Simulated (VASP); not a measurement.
The system is CaF2 (Fluorite).

```xyz
3
Lattice="0.0000 2.7552 2.7552 2.7552 0.0000 2.7552 2.7552 2.7552 0.0000" Properties=species:S:1:pos:R:3 pbc="T T T"
Ca    0.0000    0.0000    0.0000
F     1.3776    1.3776    1.3776
F     4.1328    4.1328    4.1328
```

```yaml
Program: VASP 6.6.1
Task: relaxation of cell and atoms
Functional: LDA
Potentials_or_basis: VASP PAW LDA potentials, release 64 (Ca_sv, F)
Cutoff: 600 eV
k_mesh: 8 × 8 × 8
Occupations: gaussian, width 0.02 eV
Spin: no spin polarisation
```

At the start: pressure -8.0 GPa; volume 13.94 Å³/atom.

Where does the relaxation end?

Over 3 steps the energy falls by 35.9 meV/atom and the volume is 12.64 Å³/atom (-9.4 %); space group Fm-3m (No. 225, to 0.05 Å).

The path:
```csv
step,energy change (eV),largest force (eV/Å),pressure (GPa),volume (Å³)
1,0.0000,0.0000,-8.05,41.83
2,-0.1074,0.0000,0.50,37.73
3,-0.1076,0.0000,-0.02,37.91
```

Final structure:
```cif
data_structure
_symmetry_space_group_name_H-M 'P 1'
_symmetry_Int_Tables_number 1
_cell_length_a 3.7708
_cell_length_b 3.7708
_cell_length_c 3.7708
_cell_angle_alpha 60.000
_cell_angle_beta 60.000
_cell_angle_gamma 60.000
_cell_volume 37.91
loop_
_atom_site_label
_atom_site_type_symbol
_atom_site_fract_x
_atom_site_fract_y
_atom_site_fract_z
_atom_site_occupancy
Ca1 Ca 0.00000 0.00000 0.00000 1
F1 F 0.25000 0.25000 0.25000 1
F2 F 0.75000 0.75000 0.75000 1
```
